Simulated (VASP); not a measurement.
**AlN (strained zincblende): one r²SCAN single-point calculation in two programs**

```
Al N
1.0
     0.00000    2.18488    2.18488
     2.17067    0.00000    2.18488
     2.17067    2.18488    0.00000
Al N
1 1
Direct
  0.00000 0.00000 0.00000
  0.25000 0.25000 0.25000
```

The two codes use different PAW datasets and cutoffs. VASP's cell holds 8 valence electrons and Ansatz's 8. Ansatz's stress includes a Pulay correction; VASP's doesn't.

Cutoffs: 520 eV in VASP, 500 eV in Ansatz. k meshes: 10×10×10 and 10×10×10.

```tsv
	VASP	Ansatz
gap between bands v and c	3.90 eV	3.91 eV
least direct gap	4.92 eV	4.88 eV
pressure	1.0 GPa	1.4 GPa
```

Band v is the last that the valence electrons fill when counted band by band, and c is the next. Levels in eV from the top of v, Ansatz:

```tsv
point	v−1	v	c	c+1
Γ	-0.03	0.00	4.88	13.56
X	-1.82	-1.82	3.94	9.54
K	-3.68	-1.40	5.84	11.06
L	-0.54	-0.48	8.23	10.83
W	-3.54	-2.71	6.76	12.38
```

VASP:

| point | v−1 | v | c | c+1 |
| --- | --- | --- | --- | --- |
| Γ | -0.03 | 0.00 | 4.92 | 13.55 |
| X | -1.81 | -1.81 | 3.93 | 9.53 |
| K | -3.68 | -1.40 | 5.84 | 11.07 |
| L | -0.53 | -0.48 | 8.24 | 10.85 |
| W | -3.54 | -2.71 | 6.75 | 12.39 |
